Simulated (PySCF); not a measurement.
Compound: C₃H₅N₂ (charge +1).
Numbering: `[cH:1]1[cH:2][nH+:3][cH:4][nH:5]1` (hydrogens: H6 on C1; H7 on C2; H8 on N3; H9 on C4; H10 on N5)

Level: PBE0/pcSseg-1 and B3LYP/def2-SVPD in PySCF, non-relativistic, on one gas-phase PBE0-D3(BJ)/def2-SVP geometry that isn't relaxed in the solvent. The solvent is an IEF-PCM continuum (van der Waals radii × 1.2). The model holds no explicit solvent molecules, cavitation or dispersion.

Gas phase at PBE0/pcSseg-1: HOMO -12.94 eV, LUMO -5.72 eV.

Question: What does the continuum do to the energy and the frontier levels at PBE0/pcSseg-1 in cyclohexane and chloroform?

Answer: 
| solvent | ε | E(solvent) − E(gas) (kcal/mol) | polarisation term (kcal/mol) | distortion of the solute (kcal/mol) | HOMO (eV) | LUMO (eV) |
| --- | --- | --- | --- | --- | --- | --- |
| cyclohexane | 2.017 | -31.49 | -31.56 | 0.07 | -10.45 | -3.16 |
| chloroform | 4.711 | -49.47 | -49.72 | 0.25 | -9.07 | -1.73 |

The polarisation term is half the interaction of the solute with the surface charges that it induces; the rest is the cost of distorting the solute's density. The sum is the electrostatic part of solvation alone. From cyclohexane to chloroform the lowering changes by a factor 1.57, Born's factor 1 − 1/ε by 1.56 and ε itself by 2.3.

Question: Which radius a makes Born's formula ΔE = −(q²/2a)(1 − 1/ε) give the value in chloroform?

Answer: a = q²(1 − 1/ε)/(2|ΔE|) = 2.64 Å, with q = +1 e and |ΔE| = 0.0788 Eh; the farthest nucleus lies 2.26 Å from the centroid of the nuclei. The formula assumes a point charge at the centre of a sphere.

Question: Which ESP-fitted charges (PBE0/pcSseg-1) respond most in chloroform (means over atoms taken as equivalent)?

Answer: 
```json
{"atoms": "C1/C2", "environment": "aromatic CH next to a ring nitrogen", "gas (e)": "-0.122", "solvent (e)": "-0.146", "change": "-0.024"}
{"atoms": "N3/N5", "environment": "nitrogen bonded to 2 C and H", "gas (e)": "-0.096", "solvent (e)": "-0.081", "change": "+0.015"}
{"atoms": "H8/H10", "environment": "N–H hydrogen", "gas (e)": "+0.358", "solvent (e)": "+0.368", "change": "+0.010"}
{"atoms": "H9", "environment": "aromatic hydrogen", "gas (e)": "+0.239", "solvent (e)": "+0.246", "change": "+0.007"}
{"atoms": "C4", "environment": "aromatic CH next to a ring nitrogen", "gas (e)": "-0.010", "solvent (e)": "-0.017", "change": "-0.007"}
{"atoms": "H6/H7", "environment": "aromatic hydrogen", "gas (e)": "+0.245", "solvent (e)": "+0.245", "change": "0.000"}
```

Question: Which Mayer bond orders change most in chloroform?

Answer: 
```
  bond  length (Å)    gas  solvent  change
 C1–C2       1.364  1.611    1.599  -0.012
 C1–H6       1.087  0.956    0.963  +0.007
 C2–H7       1.087  0.956    0.963  +0.007
 C4–N5       1.330  1.306    1.312  +0.006
 N3–H8       1.018  0.908    0.903  -0.005
N5–H10       1.018  0.908    0.903  -0.005
 C2–N3       1.374  1.129    1.134  +0.005
 N5–C1       1.374  1.129    1.134  +0.005
```

Gas phase at B3LYP/def2-SVPD: HOMO -12.70 eV, LUMO -6.02 eV.

Question: What does the continuum do to the energy and the frontier levels at B3LYP/def2-SVPD in cyclohexane and chloroform?

Answer: 
```json
{"solvent": "cyclohexane", "ε": "2.017", "E(solvent) − E(gas) (kcal/mol)": "-31.51", "polarisation term (kcal/mol)": "-31.59", "distortion of the solute (kcal/mol)": "0.08", "HOMO (eV)": "-10.19", "LUMO (eV)": "-3.46"}
{"solvent": "chloroform", "ε": "4.711", "E(solvent) − E(gas) (kcal/mol)": "-49.48", "polarisation term (kcal/mol)": "-49.76", "distortion of the solute (kcal/mol)": "0.28", "HOMO (eV)": "-8.80", "LUMO (eV)": "-2.03"}
```

Question: How does the static polarisability (B3LYP/def2-SVPD, frozen core, with the continuum's full static response) change?

Answer: 
```json
{"medium": "gas", "isotropic (au)": "41.6", "principal values (au)": "26.6, 47.7, 50.5", "⟨r²⟩ of the electrons (bohr²)": "283.0"}
{"medium": "cyclohexane", "isotropic (au)": "46.7", "principal values (au)": "29.4, 53.7, 57.0", "⟨r²⟩ of the electrons (bohr²)": "283.0"}
{"medium": "chloroform", "isotropic (au)": "51.3", "principal values (au)": "32.2, 59.0, 62.6", "⟨r²⟩ of the electrons (bohr²)": "283.0"}
```

The isotropic value in chloroform is 1.23 times the gas-phase one; no cavity-field correction is applied. ⟨r²⟩ is taken about the centre of nuclear charge.

Cost: about 11 s of CPU time on one thread; the machine was shared, so the figure is rough. This is the whole shielding run at PBE0/pcSseg-1 in chloroform, SCF included.
